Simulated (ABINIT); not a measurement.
Fe:

```
Fe
1.0
     0.00000    1.94174    1.96511
     1.49844    0.00000    1.96511
     1.49844    1.94174    0.00000
Fe
1
Direct
  0.00000 0.00000 0.00000
```

Base run:

| Quantity | Value |
| --- | --- |
| Program | ABINIT 10.8.3 (patched build) |
| Functional | revPBE |
| Potentials or basis | JTH PAW PBE v2.0 |
| Cutoff | 844 eV |
| k mesh | 10 × 10 × 10 |
| Occupations | fermi-dirac, width 0.05 eV |
| Spin | collinear spin, ferromagnetic start |
| Starting moments | [3.0] μB |

Its results: band gap on the k mesh none (metal or under the smearing width); pressure 1.5 GPa; net moment 2.19 μB per cell; site moments Fe +2.25 μB.

Question: After a change of settings the same cell gave: band gap on the k mesh none (metal or under the smearing width); pressure -18.6 GPa; net moment 2.16 μB per cell; site moments Fe +2.18 μB. Which change was it?
A. functional from revPBE to LDA
B. functional from revPBE to PBEsol
C. functional from revPBE to RPBE
D. functional from revPBE to PW91

Answer: A.

LDA binds more tightly than revPBE, so the same cell stands under less pressure.

Caveats: the PAW data sets were made with another functional, which shifts forces and pressure a little.
